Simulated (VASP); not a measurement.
Input of a VASP 6.6.1 run:

File INCAR:

```
PREC = Accurate
ENCUT = 520
EDIFF = 1E-7
ISMEAR = 0
SIGMA = 0.02
LREAL = False
LASPH = True
NELM = 60
ALGO = Normal
ISIF = 2
LWAVE = False
LCHARG = True
GGA = PE
LVHAR = True
KPAR = 8
```

The input KPOINTS:

```
Automatic mesh
0
Gamma
  8 5 5
```

POSCAR

```
SiC                                     
1.0
    3.1179847954      0.0000000000      0.0000000000
    0.0000000000      5.0511353685      0.0000000000
    0.0000000000      0.0000000000      5.3470105717
  Si              C             
     4     4
Direct
     1.0000000000000000    0.9993143623692506    0.3331245849144541
     0.5000000000000000    0.9993143623692506    0.8331245849144540
     0.5000000000000000    0.4993143623692506    0.1668754150855459
     0.0000000000000000    0.4993143623692506    0.6668754150855460
     0.0000000000000000    0.6226856376307492    0.3327744235988001
     0.5000000000000000    0.6226856376307492    0.8327744235988003
     0.5000000000000000    0.1226856376307492    0.1672255764011998
     0.0000000000000000    0.1226856376307492    0.6672255764011997
```

Potentials or basis: VASP PAW PBE potentials, release 64 (Si, C).

The run is started by

```bash
$ cat potpaw_PBE.64/Si/POTCAR potpaw_PBE.64/C/POTCAR > POTCAR
$ mpirun -np 8 vasp_std > vasp.out
```

Task: Predict the band gap on the k mesh.

Result: 2.39 eV.

Task: What does it give for the largest force?

Result: 0.017 eV/Å.

Forces on the atoms (eV/Å):
```
Si   0.000  0.003 -0.006
Si   0.000  0.003 -0.006
Si   0.000  0.003  0.006
Si   0.000  0.003  0.006
C    0.000 -0.003 -0.017
C    0.000 -0.003 -0.017
C    0.000 -0.003  0.017
C    0.000 -0.003  0.017
```

Caveat: an odd mesh through Γ misses points on the zone boundary, where band edges often lie.
